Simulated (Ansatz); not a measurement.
ZnCu under changes of volume

One of the cells (12.771 Å³/atom); the others are scaled copies at fixed shape and fractional positions:

```xyz
2
Lattice="2.9450 0.0000 0.0000 0.0000 2.9450 0.0000 0.0000 0.0000 2.9450" Properties=species:S:1:pos:R:3 pbc="T T T"
Zn    1.4725    1.4725    1.4725
Cu    0.0000    0.0000    0.0000
```

* Program: Ansatz 0.2.0
* Functional: PBE
* Potentials or basis: all-electron LAPW, scalar-relativistic
* Cutoff: 318 eV (chosen from the basis error)
* Basis error allowed: 0.0005 eV/atom
* k mesh: 9 × 9 × 9
* Occupations: fermi-dirac, width 0.05 eV
* Spin: no spin polarisation

```csv
volume (Å³/atom),energy over the lowest point (meV/atom),pressure (GPa)
12.005,34.57,11.6
12.260,18.81,8.2
12.516,8.16,5.2
12.771,?,?
13.026,0.00,0.2
13.282,1.53,-2.0
13.537,6.23,-3.8
```

Task: What does the run at 12.771 Å³/atom give?

Result: Energy over the lowest point 2.06 meV/atom; pressure 2.5 GPa.

Worked out: A Birch-Murnaghan fit of order 3 (a polynomial in V^(-2/3)) to the other rows has its minimum at 13.04 Å³/atom with B0 = V·E''(V) = 114 GPa and B' = 5.1. It gives 2.06 meV/atom at 12.771 Å³/atom, against the run's 2.06, and -dE/dV = 2.5 GPa, against 2.5.

Energies are extrapolated to zero smearing.
